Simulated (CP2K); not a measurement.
**SrCl2 under changes of volume**

One of the cells (28.299 Å³/atom); the others are scaled copies at fixed shape and fractional positions:

```xyz
3
Lattice="4.9333 0.0000 0.0000 2.4666 4.2723 0.0000 2.4666 1.4241 4.0280" Properties=species:S:1:pos:R:3 pbc="T T T"
Sr    0.0000    0.0000    0.0000
Cl    7.3999    4.2723    3.0210
Cl    2.4666    1.4241    1.0070
```

- Program: CP2K 2026.2
- Functional: PBE
- Potentials or basis: POTENTIAL_UZH Sr GTH-PBE-q10, Cl GTH-PBE-q7; TZVP-MOLOPT-PBE-GTH basis
- Density cutoff: 8163 eV
- k mesh: 7 × 7 × 7
- Occupations: fermi-dirac, width 0.05 eV
- Spin: no spin polarisation

```tsv
volume (Å³/atom)	energy over the lowest point (meV/atom)	pressure (GPa)	gap on the mesh (eV)
26.601	?	?	?
27.167	22.46	3.3	5.49
27.733	12.42	2.4	5.41
28.299	5.53	1.5	5.33
28.865	1.48	0.8	5.25
29.431	0.00	0.1	5.17
29.997	0.82	-0.5	5.10
```

Q: What does the run at 26.601 Å³/atom give?

A: Energy over the lowest point 36.02 meV/atom; pressure 4.4 GPa; gap on the mesh 5.57 eV.

Worked out: A Birch-Murnaghan fit of order 3 (a polynomial in V^(-2/3)) to the other rows has its minimum at 29.50 Å³/atom with B0 = V·E''(V) = 34 GPa and B' = 4.4. It gives 36.01 meV/atom at 26.601 Å³/atom, against the run's 36.02, and -dE/dV = 4.4 GPa, against 4.4. A straight line through the other rows of the gap, of slope -3.97 eV per unit of ln V, extrapolates to 5.57 eV, against the run's 5.57.

Energies are extrapolated to zero smearing.

Caveats: an odd mesh through Γ misses points on the zone boundary, where band edges often lie; the basis of atomic orbitals isn't converged, which shifts pressures, moduli and gaps. Spin-orbit coupling on Sr is left out.
